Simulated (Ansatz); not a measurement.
**Strain and the gap of SnO2 (P4_2/mnm)**

A 6-atom cell of SnO2 (P4_2/mnm) from a materials database, relaxed with r2SCAN in the plane-wave code Ansatz. Space group P4_2/mnm (No. 136), tetragonal; a = 4.761 Å, c = 3.200 Å in the conventional setting, 12.09 Å³ an atom. Around Sn lie 6 O at 2.06–2.07 Å; around O lie 3 Sn at 2.06–2.07 Å.

The axes x, y and z are those of this cell:
```xyz
6
Lattice="4.7605 0.0000 0.0000 0.0000 4.7607 0.0000 0.0000 0.0000 3.2001" Properties=species:S:1:pos:R:3 pbc="T T T"
Sn    2.3803    2.3803    1.6000
Sn    0.0000    0.0000    0.0000
O     1.4559    1.4564    0.0000
O     3.8362    0.9239    1.6000
O     0.9243    3.8368    1.6000
O     3.3046    3.3043    0.0000
```

Unstrained: The PBE gap is direct at Γ: 1.099 eV. With r2SCAN the gap is 1.768 eV and direct, at Γ. With HSE06 the gap is 2.841 eV and direct, at Γ. Meshes: PBE 6×6×8, r2SCAN 6×6×8, HSE06 4×4×4. Strains are changes of length per length. After each strain the atoms were relaxed again with r2SCAN within the symmetry that the strain leaves, so tilts or polar shifts that break it weren't tested; points keep the names that they have in the unstrained zone. Spin-unpolarised throughout; all numbers are computed.

Changes of the least gap in eV (an overlap counts as a negative gap):
```csv
strain,volume change (%),space group,PBE,r2SCAN,HSE06,"energy rise, r2SCAN (meV/atom)"
uniaxial +5.8 % along x,+5.8,Pnnm,-0.438,-0.494,-0.528,29.7
"biaxial +5.85 % in x and y, z held",+12.0,P4_2/mnm,-0.778,-0.864,-0.919,89.0
"epitaxial -2.46 % in the xy plane, free normal strain +1.90 %",-3.1,P4_2/mnm,+0.242,+0.259,+0.270,15.3
```

Uniaxial +5.8 % along x, other directions held. HSE06: the gap goes from 2.841 to 2.313 eV (-0.528 eV). Stress change with r2SCAN, compression positive: xx -12.84, yy -7.76, zz -7.41 GPa.

Biaxial +5.85 % in x and y, z held. HSE06: the gap goes from 2.841 to 1.922 eV (-0.919 eV). Stress change with r2SCAN, compression positive: xx -16.68, yy -16.68, zz -12.65 GPa.

Epitaxial -2.46 % in the xy plane, free normal strain +1.90 %. HSE06: the gap goes from 2.841 to 3.111 eV (+0.270 eV). Stress change with r2SCAN, compression positive: xx +8.54, yy +8.53, zz -0.08 GPa.

Spin-orbit coupling is left out, which matters wherever the heavy atoms make up the band edges.

The meshes of the hybrids are coarse, so their gaps aren't converged to the digits shown.
